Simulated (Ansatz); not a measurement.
Sm (fcc)

Level of theory: DFT, PBE with spin–orbit coupling, two-component spinors; plane waves to 420 eV with PAW datasets (Ansatz 0.2.0), Γ-centred 14×14×14 mesh, 0.05 eV Gaussian smearing. The datasets are Ansatz's generated set soft_2.

```
Sm
1.0
     0.00000    2.67982    2.67982
     2.67982    0.00000    2.67982
     2.67982    2.67982    0.00000
Sm
1
Direct
  0.00000 0.00000 0.00000
```

At room temperature and ambient pressure Sm takes another structure.

Magnetic state: ferromagnetic, site spin moments Sm 5.46 μB, along [001] (Cartesian), which lowers the symmetry.

The cell is relaxed to zero pressure at this level.

Path: Γ–X–U | K–Γ–L–W–X, with Γ = (0.000, 0.000, 0.000), X = (0.500, 0.000, 0.500), U = (0.625, 0.250, 0.625), K = (0.375, 0.375, 0.750), L = (0.500, 0.500, 0.500), W = (0.500, 0.250, 0.750) in reciprocal vectors of the calculation's cell.

Q: Is it a metal or an insulator, and if it has a gap, where are the band edges on this path?

A: A metal: bands cross the Fermi level.

Levels between -4 and 4 eV from the Fermi level at the path's named points:
| point | below E_F (eV) | above E_F (eV) |
| --- | --- | --- |
| Γ | -3.22 -0.53 -0.42 -0.39 -0.23 -0.13 -0.10 -0.04 | 1.71 1.74 1.80 2.92 2.95 2.95 3.02 3.28 3.40 3.55 3.92 3.94 3.99 |
| X | -1.67 -0.93 -0.76 -0.59 -0.51 -0.45 -0.28 -0.01 | 0.00 0.08 0.32 2.42 3.09 3.41 3.52 3.60 3.62 3.74 3.83 |
| U | -1.06 -0.58 -0.54 -0.46 -0.40 -0.27 -0.02 0.00 | 0.05 0.10 0.82 1.33 2.40 3.34 3.40 3.51 3.62 3.71 3.77 3.81 3.97 |
| K | -1.07 -0.63 -0.47 -0.46 -0.41 -0.14 -0.14 -0.01 | 0.05 0.08 0.81 1.35 2.40 3.24 3.43 3.50 3.73 3.76 3.82 3.83 3.84 |
| L | -1.93 -0.71 -0.59 -0.51 -0.44 -0.24 -0.07 -0.01 | 0.03 1.09 1.55 1.64 2.02 2.67 2.76 3.11 3.43 3.55 3.72 3.82 3.90 |
| W | -0.80 -0.64 -0.50 -0.47 -0.27 -0.19 | 0.01 0.08 0.26 0.52 0.54 1.59 1.60 2.76 2.84 3.43 3.50 3.71 3.74 3.78 3.90 |

Site moments are of spin, integrated over Gaussian weights of 0.5 Å, which gives about a tenth less on f atoms than spheres do. Real Sm metal is trivalent (4f⁵); functionals without U can leave it nearly divalent and too large. Only parallel moments were tried, so the real magnetic order may be another.

The state of the open shells isn't shown to be the lowest, and forces and pressures are less sure for it.

On the Sm 4f shell the spin moment is 5.71 μB and the orbital moment 1.43 μB, opposed to it, 4.28 μB net (projected on atomic orbitals, along the moments' axis).
